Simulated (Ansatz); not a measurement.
Zone-centre phonons of SiO$_{2}$: input and output

All numbers below come from DFT LDA, scalar-relativistic, plane waves, PAW (Ansatz 0.2.0).

Launched with:
```bash
ansatz run input.yaml --threads 4 --pin off --max-ram 12288MiB --backend cpu --events-out ev --progress --plain --runs-dir out
```

Input (bare energies are in eV):
```yaml
crystal:
  lattice:
    - [-4.4553296981, 4.4553296981, 2.6073622054]
    - [4.4553296981, -4.4553296981, 2.6073622054]
    - [4.4553296981, 4.4553296981, -2.6073622054]
  atoms:
    - { symbol: Si, position: [0.1769371919, 0.1769371919, 0.3538743839] }
    - { symbol: Si, position: [0.8230628081, 0.1769371919, 0.0] }
    - { symbol: Si, position: [0.1769371919, 0.8230628081, 0.0] }
    - { symbol: Si, position: [0.8230628081, 0.8230628081, 0.6461256162] }
    - { symbol: O, position: [0.5, 0.5, 0.5] }
    - { symbol: O, position: [0.0, 0.5, 0.0] }
    - { symbol: O, position: [0.5, 0.0, 0.0] }
    - { symbol: O, position: [0.0, 0.0, 0.5] }
    - { symbol: O, position: [0.0, 0.20894189, 0.20894189] }
    - { symbol: O, position: [0.79105811, 0.0, 0.79105811] }
    - { symbol: O, position: [0.20894189, 0.0, 0.20894189] }
    - { symbol: O, position: [0.0, 0.79105811, 0.79105811] }
basis:
  ecutwfc: 420
kpoints:
  mp_grid: { grid: [6, 6, 6] }
hamiltonian:
  xc: lda
scf:
  occupations: { method: fixed }
output:
  eigenvalues: true
phonons:
  method: dfpt
  dielectric: true
  rigid_motions: translations
```

The end of the output:
```
--- Phonons (Γ-DFPT): 7 representative perturbations + reference, on 112 of 216 k-points (Σ response iterations 28) ---
  k mesh reduced under 1 symmetry operation, with k and −k counted as one. Each operation leaves every solved perturbation unchanged. A smaller set is not considered because the run solves the response ...
  ASR residual: 9.925e-5 → 0.000e0 eV/Å²; symmetrization residual: 4.025e-6 eV/Å²
  ASR residual per site (eV/Å²): 3.42e-5 3.42e-5 3.42e-5 3.42e-5 7.46e-5 7.46e-5 7.46e-5 7.46e-5 9.93e-5 9.93e-5 9.93e-5 9.93e-5
  Γ frequencies (cm⁻¹): -77.94 -68.57 -53.23 0.00 0.00 0.00 87.16 246.80 273.63 273.63 277.16 277.16 308.55 321.39 321.39 326.42 348.34 412.35 412.35 418.53 434.86 541.87 681.35 681.35 763.67 763.67 770.98 771.92 1121.52 1121.52 1121.55 ...
  ε∞ (high-frequency dielectric tensor):
        2.044913     0.000000    -0.000000
        0.000000     2.044913     0.000000
       -0.000000    -0.000000     2.053833
  softest optical mode at Γ: -77.94 cm⁻¹; the repairs (sum rule, projections) moved no ω² at Γ by more than (2.07 cm⁻¹)²
  Born effective charges Z* (e; rows j = field, columns β = displacement):
    site 0:
         3.40150    0.31106   -0.00000
         0.31106    3.40150    0.00000
        -0.00000   -0.00000    3.44625
    site 1:
         3.40150   -0.31106   -0.00000
        -0.31106    3.40150    0.00000
        -0.00000   -0.00000    3.44625
    site 2:
         3.40150   -0.31106   -0.00000
        -0.31106    3.40150    0.00000
        -0.00000   -0.00000    3.44625
    site 3:
         3.40150    0.31106   -0.00000
         0.31106    3.40150    0.00000
        -0.00000   -0.00000    3.44625
    site 4:
        -1.36770   -0.45953   -0.76481
        -0.45953   -1.36770   -0.76481
        -0.73311   -0.73311   -2.46259
    site 5:
        -1.36770    0.45953   -0.76481
         0.45953   -1.36770    0.76481
        -0.73311    0.73311   -2.46259
    site 6:
        -1.36770    0.45953    0.76481
         0.45953   -1.36770   -0.76481
         0.73311   -0.73311   -2.46259
    site 7:
        -1.36770   -0.45953    0.76481
        -0.45953   -1.36770    0.76481
         0.73311    0.73311   -2.46259
    site 8:
        -1.06348    0.00000   -0.00000
         0.00000   -3.00412    0.00000
        -0.00000   -0.00000   -0.98367
    site 9:
        -3.00412    0.00000   -0.00000
         0.00000   -1.06348    0.00000
        -0.00000   -0.00000   -0.98367
    site 10:
        -3.00412    0.00000   -0.00000
         0.00000   -1.06348    0.00000
        -0.00000   -0.00000   -0.98367
    site 11:
        -1.06348    0.00000   -0.00000
         0.00000   -3.00412    0.00000
        -0.00000   -0.00000   -0.98367
  Z* charge neutrality: 8.956e-5 e pre-enforcement
  k-mesh period / interband length: 31.3 Å / 1.03 Å = 30.44 at k = (0.0000, 0.0000, 0.0000), direct gap 5.350 eV — 14 or more, which is no proof of convergence
  optical modes at Γ without the LO–TO term, one row a degenerate level:
      ω (cm⁻¹) modes IR ((D/Å)²/amu)
        -77.94      1             0.0045
        -68.57      1             0.0000
        -53.23      1             0.0000
         87.16      1             0.0000
        246.80      1             0.0000
        273.63      2             0.0132
        277.16      2             0.0000
        308.55      1             0.0000
        321.39      2             0.7165
        326.42      1             0.0000
        348.34      1             0.0000
        412.35      2            33.0659
        418.53      1            17.5764
        434.86      1             0.0000
        541.87      1             0.0000
        681.35      2             2.4391
        763.67      2             0.0000
        770.98      1             0.0000
        771.92      1             0.0000
       1121.52      2           129.0611
       1121.55      1             0.0000
       1142.63      1             0.0000
       1144.16      1            68.2045
       1234.06      1             0.0000
       1240.87      2             0.7186
  optical modes at Γ + LO–TO along q̂ = [1.0000, 0.0000, 0.0000]:
      ω (cm⁻¹) modes IR ((D/Å)²/amu)
        -77.94      1             0.0045
        -68.57      1             0.0000
        -53.23      1             0.0000
         87.16      1             0.0000
        246.80      1             0.0000
        273.63      1             0.0066
        273.66      1             0.0013
        277.16      2             0.0000
        308.55      1             0.0000
        321.39      1             0.3583
        322.49      1             0.0544
        326.42      1             0.0000
        348.34      1             0.0000
        412.35      1            16.5329
        418.53      1            17.5764
        434.86      1             0.0000
        482.30      1             9.1056
        541.87      1             0.0000
        681.35      1             1.2195
        685.32      1             0.9464
        763.67      2             0.0000
        770.98      1             0.0000
        771.92      1             0.0000
       1121.52      1            64.5305
       1121.55      1             0.0000
       1142.63      1             0.0000
       1144.16      1            68.2045
       1234.06      1             0.0000
       1237.96      1             5.0515
       1240.87      1             0.3593
       1270.61      1            67.8480
  optical modes at Γ + LO–TO along q̂ = [0.0000, 1.0000, 0.0000]:
      ω (cm⁻¹) modes IR ((D/Å)²/amu)
        -77.94      1             0.0045
        -68.57      1             0.0000
        -53.23      1             0.0000
         87.16      1             0.0000
        246.80      1             0.0000
        273.63      1             0.0066
        273.66      1             0.0013
        277.16      2             0.0000
        308.55      1             0.0000
        321.39      1             0.3583
        322.49      1             0.0544
        326.42      1             0.0000
        348.34      1             0.0000
        412.35      1            16.5329
        418.53      1            17.5764
        434.86      1             0.0000
        482.30      1             9.1056
        541.87      1             0.0000
        681.35      1             1.2195
        685.32      1             0.9464
        763.67      2             0.0000
        770.98      1             0.0000
        771.92      1             0.0000
       1121.52      1            64.5305
       1121.55      1             0.0000
       1142.63      1             0.0000
       1144.16      1            68.2045
       1234.06      1             0.0000
       1237.96      1             5.0515
       1240.87      1             0.3593
       1270.61      1            67.8480
  optical modes at Γ + LO–TO along q̂ = [0.0000, 0.0000, 1.0000]:
      ω (cm⁻¹) modes IR ((D/Å)²/amu)
        -77.86      1             0.0015
        -68.57      1             0.0000
        -53.23      1             0.0000
         87.16      1             0.0000
        246.80      1             0.0000
        273.63      2             0.0132
        277.16      2             0.0000
        308.55      1             0.0000
        321.39      2             0.7165
        326.42      1             0.0000
        348.34      1             0.0000
        412.35      2            33.0659
        434.86      1             0.0000
        491.87      1             9.9288
        541.87      1             0.0000
        681.35      2             2.4391
        763.67      2             0.0000
        770.98      1             0.0000
        771.92      1             0.0000
       1121.52      2           129.0611
       1121.55      1             0.0000
       1142.63      1             0.0000
       1234.06      1             0.0000
       1240.87      2             0.7186
       1293.30      1            75.8552
```

Time: 6.8 min on 4 threads of Intel(R) Xeon(R) Platinum 8488C (Sapphire Rapids), with other jobs on the host, peak memory 3.9 GiB.

Negative frequencies stand for imaginary ones: the cell is unstable against these modes.

This form isn't the usual stable structure of the compound.